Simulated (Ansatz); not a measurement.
WS2 (P6_3/mmc), random displacements

The calculation used DFT PBE+D3(BJ), scalar-relativistic, plane waves, PAW in Ansatz 0.2.0. The runs took a 420 eV cutoff, a Γ-centred 12×12×4 mesh and Gaussian smearing (0.05 eV). Spin–orbit coupling is left out, which can shift energies with elements as heavy as these. No spin polarisation. Energies are free energies at this smearing, counted from the undisturbed cell; pressure is positive in compression.

The undisturbed cell (relaxed at this level):

```
W S
1.0
     3.15421    0.00000    0.00000
    -1.57710    2.73162    0.00000
     0.00000    0.00000   12.13991
W S
2 4
Direct
  0.33333 0.66667 0.25000
  0.66667 0.33333 0.75000
  0.33333 0.66667 0.62029
  0.66667 0.33333 0.12029
  0.33333 0.66667 0.87971
  0.66667 0.33333 0.37971
```

The atoms are displaced (Å, in the unstrained cell):

```csv
atom,ux,uy,uz
W1,-0.317,-0.148,0.125
W2,-0.210,0.131,-0.098
S3,0.209,-0.079,-0.075
S4,0.093,-0.135,-0.071
S5,0.202,0.069,0.010
S6,0.022,0.163,0.108
```

Strain (Voigt, engineering shear): (0.0112, -0.0548, 0.0015, -0.0162, 0.0118, 0.0186).

(1) What are the energy change, the stress and the forces?

Answers

(1) ΔE = 685.9 meV/atom; stress (xx, yy, zz, yz, xz, xy; compression positive) (11.78, 14.93, 18.42, -7.24, -2.48, -4.02) GPa.
```tsv
atom	Fx (eV/Å)	Fy	Fz
W1	6.38	2.79	-4.49
W2	7.69	-2.94	3.07
S3	-4.81	2.03	-3.91
S4	-1.83	-0.28	1.21
S5	-2.97	0.84	0.95
S6	-4.46	-2.44	3.17
```